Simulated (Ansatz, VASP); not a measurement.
## TaN: VASP beside Ansatz

Contents of POSCAR:

```
TaN
1.0
    0.0000000000      2.1985809056      2.1985809056
    2.1985809056      0.0000000000      2.1985809056
    2.1985809056      2.1985809056      0.0000000000
Ta N
1 1
Direct
    0.0000000000      0.0000000000      0.0000000000
    0.5000000000      0.5000000000      0.5000000000
```

The input INCAR.step1:

```
PREC = Accurate ; ENCUT = 600
ISMEAR = 0 ; SIGMA = 0.1
LREAL = False ; LASPH = True
NELM = 100 ; GGA = PE
ALGO = Normal ; EDIFF = 1E-4
LWAVE = True ; LCHARG = False
```

File INCAR.step2:

```
PREC = Accurate ; ENCUT = 600
EDIFF = 1E-6 ; ISMEAR = 0
SIGMA = 0.1 ; LREAL = False
LASPH = True ; NELM = 100
ALGO = Normal ; ISIF = 3
LWAVE = False ; LCHARG = False
METAGGA = R2SCAN ; LMIXTAU = True
IBRION = 2 ; NSW = 80
EDIFFG = -0.01 ; ISTART = 1
```

Contents of KPOINTS:

```
Automatic mesh
0
Gamma
  16 16 16
```

Input for Ansatz:

```yaml
crystal:
  lattice:
    - [0.0, 2.1985809056, 2.1985809056]
    - [2.1985809056, 0.0, 2.1985809056]
    - [2.1985809056, 2.1985809056, 0.0]
  atoms:
    - { symbol: Ta, position: [0.0, 0.0, 0.0] }
    - { symbol: "N", position: [0.5, 0.5, 0.5] }
basis:
  ecutwfc: 500
kpoints:
  mp_grid: { grid: [16, 16, 16] }
hamiltonian:
  xc: r2scan
scf:
  occupations: { method: gaussian, width: 0.1 }
output:
  forces: true
  stress: true
  eigenvalues: true
  write_density: true
  write_potential: true
  elf: true
  volumetric_format: npy
relax:
  adjacent_minimum: "off"
  f_tol: 0.01
  max_steps: 60
  cell: { stress_tol: 0.1 }
```

Alike in both runs: task relaxation of cell and atoms; functional r2SCAN; k mesh 16 × 16 × 16; occupations gaussian, width 0.1 eV; no spin polarisation.

```csv
,VASP,Ansatz
version,VASP 6.6.1,Ansatz 0.2.0
potentials or method,"VASP PAW PBE potentials, release 64 (Ta_pv, N)","scalar-relativistic, plane waves, PAW"
plane-wave cutoff (eV),600,500
valence electrons in the cell,16,18
```

Ansatz gave:

| Quantity | Value |
| --- | --- |
| gap on the k mesh at the Fermi level, each at its own relaxed structure (eV) | none |
| relaxed volume (Å³/atom) | 10.62 |
| relaxed cell length with the largest relative difference (Å) | 3.109 |

What did VASP give for the same quantities?

gap on the k mesh at the Fermi level, each at its own relaxed structure (eV): none; relaxed volume (Å³/atom): 10.68; relaxed cell length with the largest relative difference (Å): 3.115.

A gap of «none» marks a metal or a gap that the smearing closes. The two sets of potentials don't hold the same shells in valence.

Caveats: the PAW data sets were made with another functional, which shifts forces and pressure a little (VASP). Spin-orbit coupling is left out, which matters for the levels of Ta.
